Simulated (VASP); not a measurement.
# Settings for CdSe: relaxation of the atoms

CdSe, P1 (no. 1), 4 atoms in the cell. RPBE; PAW potentials Cd, Se (PBE set). VASP 6.6.1.

Wanted: energy within 10 meV/atom; shortest distances from each atom, periodic images included within 0.02 Å.

What the run is for: geometry; Accuracy asked: screening.

POSCAR:
```
CdSe
1.0
    4.3000000000      0.0000000000      0.0000000000
   -2.1500000000      3.7239092363      0.0000000000
    0.0000000000      0.0000000000      7.0200000000
Cd Se
2 2
Direct
    0.6280840000      0.3086170000      0.4903250000
    0.3358580000      0.6690440000      0.0031300000
    0.6437740000      0.3168570000      0.8883800000
    0.3440340000      0.6780080000      0.3883020000
```

The series start from Plane-wave cutoff (eV): 360; k-point mesh: 4 × 4 × 2; Ionic threshold (EDIFFG): -0.01; Electronic threshold (eV): 1e-6; Precision mode (PREC): Accurate; Relaxation algorithm: IBRION=2; Electronic steps between moves: NELMIN=4 ALGO=Normal. Each series keeps the choices made before it, and each single choice may use up half of a tolerance.

## Plane-wave cutoff (eV)

| Plane-wave cutoff (eV) | Energy less reference (meV/atom) | Shortest distances from each atom, periodic images included, largest deviation (Å) | SCF iterations | Time (s) |
|---|---|---|---|---|
| 250 | 12 | 0.000 | 59 | 17 |
| 280 | 6 | 0.000 | 60 | 19 |
| 320 | 4 | 0.000 | 61 | 28 |
| 360 | 4 | 0.000 | 61 | 35 |
| 440 | 1 | 0.000 | 61 | 39 |
| 550 (reference) | 0 | 0.000 | 61 | 56 |

Chosen: 320, the loosest value from which every tighter one stays within half of the tolerance.

## k-point mesh

| k-point mesh | Energy less reference (meV/atom) | Shortest distances from each atom, periodic images included, largest deviation (Å) | SCF iterations | Time (s) |
|---|---|---|---|---|
| 2 × 2 × 1 | 237 | 0.027 | 67 | 14 |
| 3 × 3 × 2 | 48 | 0.007 | 62 | 22 |
| 4 × 4 × 2 | 11 | 0.002 | 61 | 28 |
| 5 × 5 × 3 | 2 | 0.001 | 61 | 43 |
| 6 × 6 × 3 (reference) | 0 | 0.000 | 61 | 56 |

Chosen: 5 × 5 × 3.

## Ionic threshold (EDIFFG)

| Ionic threshold (EDIFFG) | Energy less reference (meV/atom) | Shortest distances from each atom, periodic images included, largest deviation (Å) | SCF iterations | Time (s) |
|---|---|---|---|---|
| -0.1 | 0 | 0.013 | 48 | 34 |
| -0.05 | 0 | 0.004 | 53 | 38 |
| -0.02 | 0 | 0.002 | 57 | 41 |
| -0.01 | 0 | 0.002 | 61 | 43 |
| -0.005 | 0 | 0.001 | 69 | 52 |
| -0.002 (reference) | 0 | 0.000 | 119 | 89 |

Chosen: -0.05.

## Electronic threshold (eV)

| Electronic threshold (eV) | Energy less reference (meV/atom) | Shortest distances from each atom, periodic images included, largest deviation (Å) | SCF iterations | Time (s) |
|---|---|---|---|---|
| 0.0001 | 0 | 0.001 | 38 | 33 |
| 1e-5 | 0 | 0.001 | 47 | 35 |
| 1e-6 | 0 | 0.000 | 53 | 38 |
| 1e-7 (reference) | 0 | 0.000 | 66 | 46 |

Chosen: 0.0001.

## Precision mode (PREC)

| Precision mode (PREC) | Energy less reference (meV/atom) | Shortest distances from each atom, periodic images included, largest deviation (Å) | SCF iterations | Time (s) |
|---|---|---|---|---|
| Normal | 0 | 0.000 | 38 | 16 |
| Accurate (reference) | 0 | 0.000 | 38 | 33 |

Chosen: Normal.

## Relaxation algorithm

| Relaxation algorithm | Energy less reference (meV/atom) | Shortest distances from each atom, periodic images included, largest deviation (Å) | SCF iterations | Time (s) |
|---|---|---|---|---|
| IBRION=2 | 0 | 0.000 | 38 | 16 |
| IBRION=2 POTIM=0.2 | 0 | 0.003 | 46 | 20 |
| IBRION=2 POTIM=0.8 | 0 | 0.003 | 34 | 14 |
| IBRION=1 | 0 | 0.005 | 29 | 13 |
| IBRION=1 POTIM=0.2 | 0 | 0.002 | 41 | 17 |
| IBRION=1 POTIM=0.3 NFREE=9 | 0 | 0.003 | 33 | 14 |
| IBRION=3 POTIM=0.2 SMASS=0.4 | 0 | 0.005 | 61 | 26 |
| IBRION=3 POTIM=0.3 | 0 | 0.006 | 31 | 13 |

Chosen: IBRION=1; it saves 3.5 s of 16, so IBRION=2 would do nearly as well.

## Electronic steps between moves

| Electronic steps between moves | Energy less reference (meV/atom) | Shortest distances from each atom, periodic images included, largest deviation (Å) | SCF iterations | Time (s) |
|---|---|---|---|---|
| NELMIN=4 ALGO=Normal | 0 | 0.000 | 29 | 13 |
| ALGO=Normal | 0 | 0.001 | 27 | 12 |
| NELMIN=4 MAXMIX=40 ALGO=Normal | 0 | 0.000 | 29 | 12 |
| NELMIN=4 ALGO=Fast | 0 | 0.004 | 31 | 12 |
| NELMIN=4 MAXMIX=40 ALGO=Fast | 0 | 0.002 | 32 | 13 |

Chosen: NELMIN=4 ALGO=Normal; no other choice that stays within half of the tolerance saves 30 % of the time.

## All choices together

| Input | Energy less reference (meV/atom) | Shortest distances from each atom, periodic images included, largest deviation (Å) | Time (s) |
|---|---|---|---|
| the program's defaults (naive) | 16 | 0.002 | 7.0 |
| chosen settings | 6 | 0.003 | 13 |
| reference settings throughout | 0 | 0.000 | 321 |

The tolerance is met.

## The input

INCAR:
```
ALGO = Normal ; EDIFF = 1E-4
EDIFFG = -0.05 ; EFERMI = MIDGAP
ENCUT = 320 ; GGA = RP
GGA_COMPAT = F ; IBRION = 1
ISIF = 2 ; ISMEAR = 0
KPAR = 4 ; LASPH = T
LCHARG = F ; LREAL = F
LWAVE = F ; NELM = 120
NELMIN = 4 ; NSW = 120
PREC = Normal ; SIGMA = 0.03
```

KPOINTS:
```
Automatic mesh
0
Gamma
  5 5 3
  0 0 0
```

Commands:
```
cat potpaw_PBE.64/Cd/POTCAR potpaw_PBE.64/Se/POTCAR > POTCAR
mpirun -np 4 vasp_std > vasp.out
```

The chosen input took VASP 6.6.1 13 s on 4 cores (Intel Xeon Platinum 8488C (Sapphire Rapids)), a shared host.

## An input that fails: tetrahedra on too few k points

VASP's message: IBZKPT: tetrahedron method fails for NKPT<4. NKPT = 1.

k mesh: 4 × 4 × 2 becomes 1 × 1 × 1.

Changes against the starting input:
```
- ISMEAR = 0
- NSW = 120
- NELM = 120
- KPAR = 4
+ ISMEAR = -5
+ NSW = 30
+ NELM = 89
```
